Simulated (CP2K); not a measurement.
Sb:

```
Sb
1.0
     3.16000    0.00000    0.00000
     0.00000    3.16000    0.00000
     0.00000    0.00000    3.16000
Sb
1
Direct
  0.00000 0.00000 0.00000
```

This isn't the form of Sb at room conditions, which is rhombohedral.

Base run:

```yaml
Program: CP2K 2026.2
Functional: PBE
Potentials_or_basis: POTENTIAL_UZH Sb GTH-SCAN-q5; DZVP-MOLOPT-SR-GTH basis
Density_cutoff: 6123 eV
k_mesh: 8 × 8 × 8
Occupations: fermi-dirac, width 0.05 eV
Spin: no spin polarisation
```

Its results: band gap on the k mesh none (metal or under the smearing width); pressure -3.6 GPa.

The run is repeated on the same cell with these changes: potentials or basis from POTENTIAL_UZH Sb GTH-SCAN-q5; DZVP-MOLOPT-SR-GTH basis to POTENTIAL_UZH Sb GTH-PBE0-q5; DZVP-MOLOPT-SR-GTH basis; potentials from Sb GTH-SCAN-q5 of POTENTIAL_UZH to Sb GTH-PBE0-q5 of POTENTIAL_UZH. What comes out?

Band gap on the k mesh none (metal or under the smearing width); pressure -2.6 GPa.

Caveats: the basis of atomic orbitals isn't converged, which shifts pressures, moduli and gaps; the potentials were made for another functional, which shifts forces and pressure (some runs).
